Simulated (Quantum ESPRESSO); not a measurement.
## HgTe (Coloradoite) in Quantum ESPRESSO: the effect of functional

Crystal: HgTe (Coloradoite).

```xyz
2
Lattice="0.0000 3.2145 3.2145 3.2145 0.0000 3.2145 3.2145 3.2145 0.0000" Properties=species:S:1:pos:R:3 pbc="T T T"
Hg    0.0000    0.0000    0.0000
Te    4.8217    4.8217    4.8217
```

Alike in all runs:

| Item | Value |
| --- | --- |
| Program | Quantum ESPRESSO 7.5 |
| Task | phonon dispersion |
| Cutoff | 612 eV |
| Density cutoff | 4898 eV |
| k mesh | 6 × 6 × 6 |
| Occupations | cold, width 0.2 eV |
| Spin | no spin polarisation |

Each run relaxes the cell or the atoms first.

Q: One run gave: relaxed volume 37.05 Å³/atom; highest phonon frequency 126 cm⁻¹. Which functional did it use?
A. PBEsol
B. LDA
C. PBE

A: C.

```csv
functional,potentials or basis,relaxed volume (Å³/atom),highest phonon frequency (cm⁻¹)
LDA,GBRV 1.5 LDA,33.65,145
PBE,GBRV 1.5 PBE,37.05,126
PBEsol,GBRV 1.5 PBEsol,34.79,138
```

Caveats: the mesh is thin for the phonons of a metal.
